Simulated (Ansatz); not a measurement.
# Y: how the settings move a single-point run

Question: which choices in the input matter for Y?

Computed with Ansatz 0.2.0 (reference: DFT, PBE, all-electron LAPW, scalar-relativistic, unless a step's input says otherwise).

### 1 The structure to begin with

Symmetry: P6_3/mmc, No. 194, hexagonal system. Conventional cell: a = 3.676 Å, b = 3.676 Å, c = 5.785 Å, α = 90.00°, β = 90.00°, γ = 120.00°. Y (site symmetry -6m2) is surrounded by 12 Y at 3.59 to 3.68 Å.

Coordinates:

```xyz
2
Lattice="3.6757 0.0000 0.0000 -1.8378 3.1832 0.0000 0.0000 0.0000 5.7855" Properties=species:S:1:pos:R:3 pbc="T T T"
Y     0.0000    2.1222    1.4464
Y     1.8378    1.0611    4.3391
```

### 2 The reference run

The input, input.yaml:

```yaml
crystal:
  lattice:
    - [3.675682056, 0.0, 0.0]
    - [-1.837841028, 3.1832340367, 0.0]
    - [0.0, 0.0, 5.7854633609]
  atoms:
    - { symbol: "Y", position: [0.3333333333, 0.6666666667, 0.25] }
    - { symbol: "Y", position: [0.6666666667, 0.3333333333, 0.75] }
kpoints:
  mp_grid: { grid: [12, 12, 7] }
scf:
  occupations: { method: fermi_dirac, width: 0.08 }
hamiltonian:
  xc: pbe
  pseudopotentials: { kind: all_electron, lapw: { basis_error: 0.00025 } }
output:
  forces: true
  stress: true
  eigenvalues: true
```

Command:

```console
$ ansatz run input.yaml --threads 1 --pin off --max-ram 2048MiB --backend cpu --events-out ev --progress --plain --runs-dir out
```

### 3 Changing settings: mixing.algorithm msr1, mixing.beta 0.9

input.yaml: that of step 2 with these lines changed.

```diff
@@ -12,2 +12,3 @@
   occupations: { method: fermi_dirac, width: 0.08 }
+  mixing: { algorithm: msr1, beta: 0.9 }
 hamiltonian:
```

What does the calculation give? Wanted: for each run, ending; energy change; pressure; gap; force.

The runs gave:

| run | ending | energy change | pressure (GPa) | gap (eV) | force (eV/Å) | cycles | time |
| --- | --- | --- | --- | --- | --- | --- | --- |
| reference | converged | 0 | -1.1 | 0.00 | 0.00 | 8 | 13 s |
| 1: mixing.algorithm msr1, mixing.beta 0.9 | converged | 0.0 meV/atom | -1.1 | 0.00 | 0.00 | 8 | 13 s |

Residual by cycle in the longest SCF loop of each run; runs are numbered as in the table. The quantity is the density residual dr2, in eV.

| cycle | reference | run 1 |
| --- | --- | --- |
| 1 | 0.0659 | 0.0659 |
| 2 | 0.0306 | 0.0123 |
| 3 | 0.00942 | 0.00742 |
| 4 | 0.00127 | 0.0017 |
| 5 | 9.6e-5 | 1.5e-4 |
| 6 | 1.3e-5 | 1.4e-5 |
| 7 | 2.3e-7 | 2.8e-7 |
| 8 | 2.4e-8 | 2.4e-8 |

Energy and cycle count are those of the reference, so the change (mixing) left the result and the number of cycles as they were.
